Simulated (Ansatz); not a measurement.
# HfO2 (P2_1/c) in Ansatz: a series of runs

The runs below take HfO2 through single point, equation of state, with PBEsol+D4.

All numbers are computed with Ansatz 0.2.0; they aren't measurements. Logs are shortened: lines on timing, memory, paths and dates and some standing lists are left out, and cuts for length are marked.

## (1) Starting point

It takes space group P2_1/c (No. 14, monoclinic). Conventional cell: a = 5.118 Å, b = 5.186 Å, c = 5.284 Å, α = 90.00°, β = 99.35°, γ = 90.00°. Around Hf (site symmetry 1) lie 7 O at 2.03 to 2.25 Å. O (site symmetry 1) is surrounded by 3 Hf at 2.03 to 2.12 Å. O (site symmetry 1) has 4 Hf at 2.14 to 2.25 Å as nearest neighbours.

## (2) Single point, PBEsol+D4, 10.84 Å³/atom (volume scaled by 0.94)

Contents of input.yaml:

```yaml
crystal:
  lattice:
    - [5.0135217044, 0.0, 0.0]
    - [0.0, 5.079839684, 0.0]
    - [-0.8411344054, 0.0, 5.1074318236]
  atoms:
    - { symbol: Hf, position: [0.2755, 0.4603, 0.708] }
    - { symbol: Hf, position: [0.7245, 0.9603, 0.792] }
    - { symbol: Hf, position: [0.7245, 0.5397, 0.292] }
    - { symbol: Hf, position: [0.2755, 0.0397, 0.208] }
    - { symbol: O, position: [0.0742, 0.1684, 0.8467] }
    - { symbol: O, position: [0.9258, 0.6684, 0.6533] }
    - { symbol: O, position: [0.9258, 0.8316, 0.1533] }
    - { symbol: O, position: [0.0742, 0.3316, 0.3467] }
    - { symbol: O, position: [0.4487, 0.7419, 0.9801] }
    - { symbol: O, position: [0.5513, 0.2419, 0.5199] }
    - { symbol: O, position: [0.5513, 0.2581, 0.0199] }
    - { symbol: O, position: [0.4487, 0.7581, 0.4801] }
hamiltonian:
  xc: pbesol
  pseudopotentials: { kind: paw }
  dispersion: d4
kpoints:
  mp_grid: { grid: [5, 5, 5] }
scf:
  occupations: { method: fermi_dirac, width: 0.05 }
output:
  forces: true
  stress: true
  eigenvalues: true
```

Potentials or basis: Ansatz PAW.

The run is started by

```console
> ansatz run input.yaml --threads 2 --pin off --max-ram 5120MiB --backend cpu --events-out ev --progress --plain --runs-dir out
```

What it wrote:

```text
Warning: RAYON_NUM_THREADS=2 ignored (pool sized by the plan → 2); use --threads N
Engine: ansatz 0.2.0, aarch64-unknown-linux-gnu
Pseudopotentials: kind: paw
Pseudopotential: Hf, paw, valence charge 26, recommended cutoff 420 eV (normal), Hf.paw.azcp
Pseudopotential: O, paw, valence charge 6, recommended cutoff 420 eV (normal), O.paw.azcp
Functional definition: PBEsol
  exchange = pbesol_x
  correlation = pbesol_c
Crystal: 12 atoms, lattice volume = 130.075 Å³
Basis set: ecut = 420 eV, 2535 PW (Γ), exchange–correlation on 72×72×72 points (8 copies of the dense FFT grid, shifted against one another)
Bands: 92, of which v1, the nominal top of the filled ones, is band 76 counted from 1 (75 counted from 0)
Symmetry: 4 space group operations
Space group: P21/c (ITA 14), of the structure as read, at distance tolerance 5.1e-5 Å
k-points: 39 of 125
Non-local potential: Hf, projectors of the file, l = 0: 3, l = 1: 2, l = 2: 2, l = 3: 3
Non-local potential: O, projectors of the file, l = 0: 2, l = 1: 2, l = 2: 1
PAW form: soft (Blöchl's): semilocal exchange-correlation on the pseudo side does not see the compensation charge
[... 32 lines left out ...]
  E_vxc        = -1820.990192  (∫ρ·V_xc dr)
  E_paw        = -28453.242553  (= ΣΔE_a)
  E_vpaw       = 5388.245628  (= ΣTr[D̂ρ^β])
  E_aug_tail   = 0.019985  (compensation charges beyond the density's cutoff)
  E_ewald      = -22300.603956
  E_disp       = -1.363797  (pairwise vdW)
  E_core_change = 5.286670  (= ΣΔE_core)
  E_smearing   = -0.000000  (= −TS)
  E_closure    = -0.000000  (closes the sum)
  Σ components = -66902.142028   (vs F -66902.142028, Δ=0.00e0)
--- Forces (eV/Å), atoms counted from 1 ---
  atom   1  Hf     0.55800639     0.10868613     0.26469270
  atom   2  Hf    -0.55800639     0.10868613    -0.26469270
  atom   3  Hf    -0.55800639    -0.10868613    -0.26469270
  atom   4  Hf     0.55800639    -0.10868613     0.26469270
  atom   5  O     -0.51338438    -0.23950061    -0.30148217
  atom   6  O      0.51338438    -0.23950061     0.30148217
  atom   7  O      0.51338438     0.23950061     0.30148217
  atom   8  O     -0.51338438     0.23950061    -0.30148217
  atom   9  O     -0.30275621     0.05394208    -0.00868398
  atom  10  O      0.30275621     0.05394208     0.00868398
  atom  11  O      0.30275621    -0.05394208     0.00868398
  atom  12  O     -0.30275621    -0.05394208    -0.00868398
  max |Σ_I F_I| component: 5.90e-17 eV/Å
--- Stress (GPa, compression-positive) ---
       13.520203      -0.000000       1.127438
       -0.000000      13.339695      -0.000000
        1.127438      -0.000000      13.760044
  P = ⅓ Tr σ = 13.5400 GPa (135.400 kbar)
--- Band table (eV; the first three rows and the last of 39) ---
  k-point 0: bands = ["-44.7700", "-44.7421", "-44.7372", "-44.7363", "-14.0971", "-14.0554", "-14.0339", "-13.7499", "-13.6719", "-13.6325", "-13.5899", "-13.5499", "-13.5116", "-13.4829", "-13.4349", "-13.3632", "-3.1868", "-1.7143", "-1.5237", "-1.4782", "-0.9386", "-0.8823", "-0.7042", "-0.5492", "5.3648", "5.3765", "5.3787", "5.3801", "5.3856", "5.3959", "5.4025", "5.4032", "5.4083", "5.4106", "5.4134", "5.4166", "5.4180", "5.4187", "5.4229", "5.4253", "5.4317", "5.4338", "5.4401", "5.4404", "5.4407", "5.4518", "5.4541", "5.4658", "5.4721", "5.4922", "5.5033", "5.5389", "9.3146", "9.3610", "10.0269", "10.1764", "10.2966", "10.6562", "11.6436", "11.9205", "12.0509", "12.2416", "12.3321", "12.4157", "13.1130", "13.1561", "13.2135", "13.2260", "13.4887", "13.9740", "14.0805", "14.0914", "14.6195", "14.7066", "15.0394", "15.1037", "19.7936", "20.4489", "20.6422", "20.8979", "21.0899", "21.3648", "21.7262", "21.8294", "22.1054", "22.2414", "22.9528", "22.9904"]
  k-point 1: bands = ["-44.7672", "-44.7441", "-44.7373", "-44.7370", "-14.0635", "-14.0065", "-14.0030", "-13.7912", "-13.7099", "-13.6111", "-13.5831", "-13.5734", "-13.5133", "-13.4790", "-13.4432", "-13.4160", "-2.9992", "-1.6602", "-1.5136", "-1.4867", "-1.0421", "-0.9274", "-0.7905", "-0.5919", "5.3620", "5.3707", "5.3782", "5.3825", "5.3835", "5.3960", "5.4043", "5.4064", "5.4072", "5.4102", "5.4130", "5.4146", "5.4169", "5.4214", "5.4232", "5.4286", "5.4311", "5.4319", "5.4347", "5.4434", "5.4446", "5.4468", "5.4603", "5.4633", "5.4729", "5.4912", "5.4993", "5.5286", "9.4388", "9.5888", "10.2608", "10.2733", "10.5234", "10.7733", "11.4512", "11.7779", "11.7859", "12.1640", "12.3973", "12.5277", "12.7605", "13.0157", "13.2298", "13.4436", "13.5317", "13.7299", "13.9035", "14.2717", "14.3260", "14.6539", "14.8984", "14.9626", "19.8733", "20.3738", "20.4412", "20.9911", "21.3465", "21.3876", "21.9959", "22.0490", "22.1619", "22.4175", "22.6629", "23.0106"]
  k-point 2: bands = ["-44.7598", "-44.7508", "-44.7375", "-44.7374", "-13.9719", "-13.9386", "-13.8944", "-13.8394", "-13.8182", "-13.6728", "-13.5636", "-13.5582", "-13.5316", "-13.5052", "-13.4703", "-13.4611", "-2.5042", "-1.8907", "-1.5310", "-1.4585", "-1.0579", "-0.9659", "-0.9226", "-0.7348", "5.3582", "5.3608", "5.3807", "5.3830", "5.3873", "5.3962", "5.3993", "5.4032", "5.4054", "5.4108", "5.4129", "5.4166", "5.4203", "5.4220", "5.4230", "5.4244", "5.4301", "5.4334", "5.4345", "5.4373", "5.4507", "5.4542", "5.4659", "5.4713", "5.4773", "5.4864", "5.4895", "5.5019", "9.8261", "10.1953", "10.2844", "10.5934", "10.9820", "11.0681", "11.1934", "11.3356", "11.3884", "12.1718", "12.3144", "12.3874", "12.5600", "12.8924", "12.9413", "13.4166", "13.4317", "13.6641", "13.7783", "14.2043", "14.4425", "14.4858", "14.5527", "14.7444", "20.0276", "20.1894", "20.5133", "20.7077", "21.5439", "21.6631", "22.1968", "22.2609", "22.3963", "22.4539", "23.0596", "23.1614"]
  k-point 38: bands = ["-44.7554", "-44.7508", "-44.7406", "-44.7387", "-14.0485", "-14.0167", "-13.9558", "-13.8975", "-13.7244", "-13.6370", "-13.5761", "-13.5383", "-13.4944", "-13.4759", "-13.4404", "-13.4174", "-2.3122", "-1.9931", "-1.6174", "-1.5515", "-1.0693", "-1.0089", "-0.7541", "-0.7363", "5.3692", "5.3745", "5.3806", "5.3865", "5.3878", "5.3940", "5.3982", "5.4033", "5.4050", "5.4114", "5.4134", "5.4149", "5.4179", "5.4210", "5.4265", "5.4285", "5.4306", "5.4327", "5.4365", "5.4381", "5.4476", "5.4496", "5.4538", "5.4575", "5.4687", "5.4731", "5.4890", "5.5095", "10.0603", "10.3134", "10.4777", "10.6234", "10.7701", "10.9378", "11.1076", "11.2115", "11.7355", "12.1636", "12.3148", "12.5495", "12.6891", "12.8000", "13.1945", "13.4335", "13.4661", "13.8395", "13.8815", "13.9233", "14.1647", "14.2493", "14.3453", "14.4745", "19.9721", "20.1227", "20.5543", "20.8344", "21.2581", "21.3242", "21.6753", "21.8440", "22.0644", "22.4249", "23.0012", "23.2761"]
```

Wall time 19 s (2 threads of Arm Neoverse V1, shared host); peak memory 0.65 GiB.

Results:

| Item | Value |
| --- | --- |
| Free energy | -66902.1420 eV |
| Pressure | 13.5 GPa |
| Largest force | 0.642 eV/Å |
| Band gap on the k mesh | 4.30 eV, indirect (least direct gap 4.35 eV) |

Caveat: odd divisions of the mesh miss points on the zone boundary, where band edges often lie, so the gap on the mesh can be too wide; the pressure holds a Pulay correction of +0.9 GPa for the finite cutoff; spin-orbit coupling is left out, which moves the levels of the heavy elements; the PAW data sets come from PBE, with cores solved anew for the run's functional, which leaves a small shift of forces and pressure.

## (3) Single point, PBEsol+D4, 11.07 Å³/atom (volume scaled by 0.96)

input.yaml: that of step 2 with these lines changed.

```diff
@@ -2,5 +2,5 @@
   lattice:
-    - [5.0135217044, 0.0, 0.0]
-    - [0.0, 5.079839684, 0.0]
-    - [-0.8411344054, 0.0, 5.1074318236]
+    - [5.0488293586, 0.0, 0.0]
+    - [0.0, 5.1156143815, 0.0]
+    - [-0.8470580823, 0.0, 5.1434008384]
   atoms:
```

Potentials or basis: Ansatz PAW.

The run is started by

```console
> ansatz run input.yaml --threads 2 --pin off --max-ram 5120MiB --backend cpu --events-out ev --progress --plain --runs-dir out
```

Wall time 19 s (2 threads of Arm Neoverse V1, shared host); peak memory 0.65 GiB.

It converged, with:

| Quantity | Value |
| --- | --- |
| Free energy | -66902.3208 eV |
| Pressure | 7.3 GPa |
| Largest force | 0.567 eV/Å |
| Band gap on the k mesh | 4.23 eV, indirect (least direct gap 4.29 eV) |

Caveat: odd divisions of the mesh miss points on the zone boundary, where band edges often lie, so the gap on the mesh can be too wide; the pressure holds a Pulay correction of +0.9 GPa for the finite cutoff; spin-orbit coupling is left out, which moves the levels of the heavy elements; the PAW data sets come from PBE, with cores solved anew for the run's functional, which leaves a small shift of forces and pressure.

## (4) Single point, PBEsol+D4, 11.30 Å³/atom (volume scaled by 0.98)

input.yaml: that of step 3 with these lines changed.

```diff
@@ -2,5 +2,5 @@
   lattice:
-    - [5.0488293586, 0.0, 0.0]
-    - [0.0, 5.1156143815, 0.0]
-    - [-0.8470580823, 0.0, 5.1434008384]
+    - [5.0836499717, 0.0, 0.0]
+    - [0.0, 5.1508955956, 0.0]
+    - [-0.8529000468, 0.0, 5.1788736893]
   atoms:
```

The run is started by

```console
> ansatz run input.yaml --threads 2 --pin off --max-ram 5120MiB --backend cpu --events-out ev --progress --plain --runs-dir out
```

It took 19 s on 2 threads of Arm Neoverse V1, shared host; peak memory 0.66 GiB.

Results (log left out):

```yaml
Free_energy: -66902.3989 eV
Pressure: 1.7 GPa
Largest_force: 0.501 eV/Å
Band_gap_on_the_k_mesh: 4.16 eV, indirect (least direct gap 4.22 eV)
```

Caveat: odd divisions of the mesh miss points on the zone boundary, where band edges often lie, so the gap on the mesh can be too wide; the pressure holds a Pulay correction of +0.9 GPa for the finite cutoff; spin-orbit coupling is left out, which moves the levels of the heavy elements; the PAW data sets come from PBE, with cores solved anew for the run's functional, which leaves a small shift of forces and pressure.

## (5) Single point, PBEsol+D4, 11.53 Å³/atom

input.yaml: that of step 4 with these lines changed.

```diff
@@ -2,5 +2,5 @@
   lattice:
-    - [5.0836499717, 0.0, 0.0]
-    - [0.0, 5.1508955956, 0.0]
-    - [-0.8529000468, 0.0, 5.1788736893]
+    - [5.118, 0.0, 0.0]
+    - [0.0, 5.1857, 0.0]
+    - [-0.8586630598, 0.0, 5.2138671406]
   atoms:
```

The run is started by

```console
> ansatz run input.yaml --threads 2 --pin off --max-ram 5120MiB --backend cpu --events-out ev --progress --plain --runs-dir out
```

Wall time 20 s (2 threads of Arm Neoverse V1, shared host); peak memory 0.67 GiB.

It converged, with:

| Item | Value |
| --- | --- |
| Free energy | -66902.3847 eV |
| Pressure | -3.3 GPa |
| Largest force | 0.444 eV/Å |
| Band gap on the k mesh | 4.10 eV, indirect (least direct gap 4.16 eV) |

Caveat: odd divisions of the mesh miss points on the zone boundary, where band edges often lie, so the gap on the mesh can be too wide; the pressure holds a Pulay correction of +0.8 GPa for the finite cutoff; spin-orbit coupling is left out, which moves the levels of the heavy elements; the PAW data sets come from PBE, with cores solved anew for the run's functional, which leaves a small shift of forces and pressure.

## (6) Single point, PBEsol+D4, 11.76 Å³/atom (volume scaled by 1.02)

input.yaml: that of step 5 with these lines changed.

```diff
@@ -2,5 +2,5 @@
   lattice:
-    - [5.118, 0.0, 0.0]
-    - [0.0, 5.1857, 0.0]
-    - [-0.8586630598, 0.0, 5.2138671406]
+    - [5.1518950275, 0.0, 0.0]
+    - [0.0, 5.220043385, 0.0]
+    - [-0.8643497359, 0.0, 5.2483970684]
   atoms:
@@ -30 +30,5 @@
   eigenvalues: true
+  write_density: true
+  write_potential: true
+  elf: true
+  volumetric_format: npy
```

Potentials or basis: Ansatz PAW.

The run is started by

```console
> ansatz run input.yaml --threads 2 --pin off --max-ram 5120MiB --backend cpu --events-out ev --progress --plain --runs-dir out
```

Wall time 32 s (2 threads of Arm Neoverse V1, shared host); peak memory 0.66 GiB.

Results (log left out):

```
Free energy            : -66902.2882 eV
Pressure               : -7.8 GPa
Largest force          : 0.398 eV/Å
Band gap on the k mesh : 4.03 eV, indirect (least direct gap 4.10 eV)
```

Caveat: odd divisions of the mesh miss points on the zone boundary, where band edges often lie, so the gap on the mesh can be too wide; the pressure holds a Pulay correction of +0.8 GPa for the finite cutoff; spin-orbit coupling is left out, which moves the levels of the heavy elements; the PAW data sets come from PBE, with cores solved anew for the run's functional, which leaves a small shift of forces and pressure.

## (7) Single point, PBEsol+D4, 11.99 Å³/atom (volume scaled by 1.04)

input.yaml: that of step 6 with these lines changed.

```diff
@@ -2,5 +2,5 @@
   lattice:
-    - [5.1518950275, 0.0, 0.0]
-    - [0.0, 5.220043385, 0.0]
-    - [-0.8643497359, 0.0, 5.2483970684]
+    - [5.1853498288, 0.0, 0.0]
+    - [0.0, 5.2539407204, 0.0]
+    - [-0.8699625537, 0.0, 5.2824785238]
   atoms:
@@ -30,5 +30 @@
   eigenvalues: true
-  write_density: true
-  write_potential: true
-  elf: true
-  volumetric_format: npy
```

The run is started by

```console
> ansatz run input.yaml --threads 2 --pin off --max-ram 5120MiB --backend cpu --events-out ev --progress --plain --runs-dir out
```

Wall time 22 s (2 threads of Arm Neoverse V1, shared host); peak memory 0.68 GiB.

The run converged. Its results:

| Item | Value |
| --- | --- |
| Free energy | -66902.1176 eV |
| Pressure | -11.9 GPa |
| Largest force | 0.361 eV/Å |
| Band gap on the k mesh | 3.97 eV, indirect (least direct gap 4.04 eV) |

Caveat: odd divisions of the mesh miss points on the zone boundary, where band edges often lie, so the gap on the mesh can be too wide; the pressure holds a Pulay correction of +0.8 GPa for the finite cutoff; spin-orbit coupling is left out, which moves the levels of the heavy elements; the PAW data sets come from PBE, with cores solved anew for the run's functional, which leaves a small shift of forces and pressure.

## (8) Single point, PBEsol+D4, 12.22 Å³/atom (volume scaled by 1.06)

input.yaml: that of step 7 with these lines changed.

```diff
@@ -2,5 +2,5 @@
   lattice:
-    - [5.1853498288, 0.0, 0.0]
-    - [0.0, 5.2539407204, 0.0]
-    - [-0.8699625537, 0.0, 5.2824785238]
+    - [5.2183784252, 0.0, 0.0]
+    - [0.0, 5.2874062132, 0.0]
+    - [-0.8755038659, 0.0, 5.316125791]
   atoms:
```

The run is started by

```console
> ansatz run input.yaml --threads 2 --pin off --max-ram 5120MiB --backend cpu --events-out ev --progress --plain --runs-dir out
```

Wall time 20 s (2 threads of Arm Neoverse V1, shared host); peak memory 0.69 GiB.

Results (log left out):

| Quantity | Value |
| --- | --- |
| Free energy | -66901.8799 eV |
| Pressure | -15.5 GPa |
| Largest force | 0.336 eV/Å |
| Band gap on the k mesh | 3.90 eV, indirect (least direct gap 3.98 eV) |

Caveat: odd divisions of the mesh miss points on the zone boundary, where band edges often lie, so the gap on the mesh can be too wide; the pressure holds a Pulay correction of +0.8 GPa for the finite cutoff; spin-orbit coupling is left out, which moves the levels of the heavy elements; the PAW data sets come from PBE, with cores solved anew for the run's functional, which leaves a small shift of forces and pressure.

## (9) Equation of state, PBEsol+D4

Potentials or basis: Ansatz PAW.

This step only gathers the single runs of the series.

What came out:

| Property | Result |
| --- | --- |
| Equilibrium volume | 11.38 Å³/atom |
| Bulk modulus at fixed shape and positions | 252 GPa |
| Pressure derivative of the bulk modulus | 4.1 |

Energy against volume, from the lowest point:
```tsv
volume (Å³/atom)	energy (meV/atom)
10.840	21.40
11.070	6.50
11.301	0.00
11.532	1.18
11.762	9.22
11.993	23.44
12.223	43.24
```

Caveat: the cell was scaled at fixed shape and fractional positions, which overstates the stiffness of a crystal with free parameters, most of all of layers and chains.
